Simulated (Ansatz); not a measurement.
# Si2Ni under uniaxial strain: field gradients at the nuclei

Cell: a COD entry, whose atoms a relaxation with PBE at fixed cell left in place.

```
CELL_PARAMETERS angstrom
0.00000 2.70300 2.70300
2.70300 0.00000 2.70300
2.70300 2.70300 0.00000
ATOMIC_POSITIONS crystal
Si 0.25000 0.25000 0.25000
Si 0.75000 0.75000 0.75000
Ni 0.00000 0.00000 0.00000
```

Sites (sets of like atoms) are named by element and the number of their first atom in this list.

All values are calculated (Ansatz; DFT, PBE, plane waves and PAW, scalar-relativistic, collinear spin, 420 eV cutoff, Γ-centred 15×15×15 k-points, Fermi–Dirac smearing 0.05 eV), not measured. Start moments as typed (μB): 1.5 on each Ni, none on the rest.

The cell is stretched along z (the third Cartesian axis of the run's cell), x and y held, and the ions relax again each time.

| strain along z (%) | Si: V along z (10²¹ V/m²) | Ni: V along z (10²¹ V/m²) |
| --- | --- | --- |
| -3 | ? | ? |
| -2 | -0.12 | 0.12 |
| -1 | -0.05 | 0.04 |
| 0 | 0.00 | 0.00 |
| +1 | 0.05 | -0.03 |
| +2 | 0.09 | -0.04 |
| +3 | 0.12 | -0.04 |

(1) Estimate the row at -3 % from the others.

Answers

(1) Si: -0.19; Ni: 0.20. Worked for Si: a straight line through the other 6 rows has a slope of 0.047 × 10²¹ V/m² per per cent of strain and gives -0.15 at -3 %, against -0.19 from the run; over all rows the step per per cent runs from 0.072 at the compressed end to 0.035 at the stretched end, so the response isn't a straight line. Worked for Ni: a straight line through the other 6 rows has a slope of -0.031 × 10²¹ V/m² per per cent of strain and gives 0.12 at -3 %, against 0.20 from the run; over all rows the step per per cent runs from -0.081 at the compressed end to -0.001 at the stretched end, so the response isn't a straight line. Without strain Si and Ni sit on a cubic site without a gradient, so the whole gradient comes from the strain.

The start moments die out, and the run ends without spin.
